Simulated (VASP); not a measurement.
Data:

```
CELL_PARAMETERS angstrom
      0.00000     3.07000     3.07000
      3.07000     0.00000     3.07000
      3.07000     3.07000     0.00000
ATOMIC_POSITIONS crystal
  Al 0.00000 0.00000 0.00000
  Sb 0.25000 0.25000 0.25000
```

Calculation: PBE GGA, VASP's PBE PAW potentials (set 64) (plane waves; VASP). Settings: 350 eV cut-off, 7×7×7 Γ-centred mesh, Gaussian smearing of 0.050 eV, potentials Al Sb.

Energy and stress use the plane-wave basis of the starting cell.

The ions, cell shape and volume are relaxed. Predict the relaxed structure.

```
CELL_PARAMETERS angstrom
      0.00000     3.11572     3.11572
      3.11572     0.00000     3.11572
      3.11572     3.11572     0.00000
ATOMIC_POSITIONS crystal
  Al 0.00000 0.00000 0.00000
  Sb 0.25000 0.25000 0.25000
```
Space group F-43m (216), at a tolerance of 0.03 Å.

How do energy and volume change from the first to the last step?

The energy (σ→0) changes by -9.6 meV/atom and the volume by +4.5 %, in 3 ionic steps.

```
step  E(σ→0) (eV)  max force (eV/Å)  pressure (GPa)  volume (Å³)
----  -----------  ----------------  --------------  -----------
1         -8.1887             0.000            2.44        57.87
2         -8.2046             0.000           -0.88        61.63
3         -8.2078             0.000            0.01        60.49
```

The compound is AlSb in the zinc blende structure. This run relaxes it. Symmetry was kept, so distortions that lower it aren't found.
